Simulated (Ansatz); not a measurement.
Crystal: BAs.

```
CELL_PARAMETERS angstrom
0.00000 2.38850 2.38850
2.38850 0.00000 2.38850
2.38850 2.38850 0.00000
ATOMIC_POSITIONS crystal
As 0.75000 0.75000 0.75000
B 0.00000 0.00000 0.00000
```

Base run:

| Item | Value |
| --- | --- |
| Program | Ansatz 0.2.0 |
| Functional | PBE |
| Potentials or basis | all-electron PAW datasets made for the crystal |
| Cutoff | 260 eV |
| Density cutoff | 1300 eV |
| k mesh | 6 × 6 × 6 |
| Occupations | fermi-dirac, width 0.05 eV |
| Spin | no spin polarisation |

Its results: band gap on the k mesh 1.28 eV, indirect (least direct gap 3.28 eV).

Problem. After a change of settings the same cell gave: band gap on the k mesh 1.94 eV, indirect (least direct gap 4.12 eV). Which change was it?
A. functional from PBE to HSE06; cutoff from 260 eV to 380 eV; density cutoff from 1300 eV to 1520 eV
B. functional from PBE to PBEsol; k mesh from 6 × 6 × 6 to 8 × 8 × 8
C. functional from PBE to PBE0; cutoff from 260 eV to 380 eV; density cutoff from 1300 eV to 1520 eV
D. k mesh from 6 × 6 × 6 to 8 × 8 × 8

Solution. A.

HSE06 gives the wider gap, since exact exchange removes part of the self-interaction.

Not every run made on this cell is shown here.
